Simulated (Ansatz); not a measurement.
## Ionic part of the dielectric constant of RbBr at 40 GPa, mode by mode

Method: Ansatz 0.2.0, DFT PBEsol, scalar-relativistic, plane waves, PAW. Plane waves to 420 eV; Γ-centred k mesh 8×8×8; fixed occupations. No spin polarisation. Phonons by linear response, acoustic sum rule imposed.

Symmetry: Fm-3m, No. 225, cubic system. Conventional cell: a = 5.588 Å, b = 5.588 Å, c = 5.588 Å, α = 90.00°, β = 90.00°, γ = 90.00°. Rb (site symmetry m-3m) is surrounded by 6 Br at 2.79 Å. Br (site symmetry m-3m) is surrounded by 6 Rb at 2.79 Å.

Other phases may be more stable at this pressure.

The primitive cell has V = 43.62 Å³ and ε∞,xx = 3.877. Each polar mode adds Δε = (4.92064×10⁷/V)·S/ν² along x, with S its oscillator strength in e²/amu, ν in cm⁻¹ and V in Å³.

**Question.** From these modes, find each Δε and ε0,xx.
```json
{"ν (cm⁻¹)": "242.3", "S_xx (e²/amu)": "0.03116"}
```

**Answer.**
```
ν (cm⁻¹)    Δε
   242.3  0.60
```

The sum is 0.599, so ε0,xx = 4.48; the run's tensor has 4.48.

**Question.** Where do the longitudinal modes lie for a wave vector along x?

**Answer.** At 260 cm⁻¹. The Lyddane–Sachs–Teller product Π(ν_LO/ν_TO)² = 1.15 matches ε0/ε∞ = 1.15.

Cost: 1 run of about 0.46 core-minutes, on Arm Neoverse N1 (shared hosts).